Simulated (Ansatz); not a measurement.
The system is MnSi.

```
Mn Si
1.0
     3.07218    0.00000    0.00000
     0.00000    3.07218    0.00000
     0.00000    0.00000    3.07218
Mn Si
1 1
Direct
  0.00000 0.00000 0.00000
  0.50000 0.50000 0.50000
```

The cell was built by a generator and needn't be a form met in nature.

Program: Ansatz 0.2.0. Alike in all runs: potentials or basis Ansatz PAW; spin collinear, ferromagnetic start; cell as given; k mesh 5 × 5 × 5; smearing fermi-dirac 0.05 eV; the mesh is coarse, so values aren't converged.

Q: Order these runs on this cell by their pressure, lowest first.
A. level B3LYP; cutoff (eV) 420
B. level PBEsol0; cutoff (eV) 420
C. level r2SCAN50; cutoff (eV) 500
D. level PBE0; cutoff (eV) 420
E. level HSE03; cutoff (eV) 420; points for each segment of the path 4

A: B (-5.6 GPa), D (-2.5 GPa), A (1.6 GPa), E (4.6 GPa), C (10.1 GPa).

Caveats: all runs use coarse meshes; the magnetic or orbital state may not be the lowest; the PAW data sets come from PBE, with cores solved anew for the run's functional, which leaves a small shift of forces and pressure; the thresholds are loose for stress.
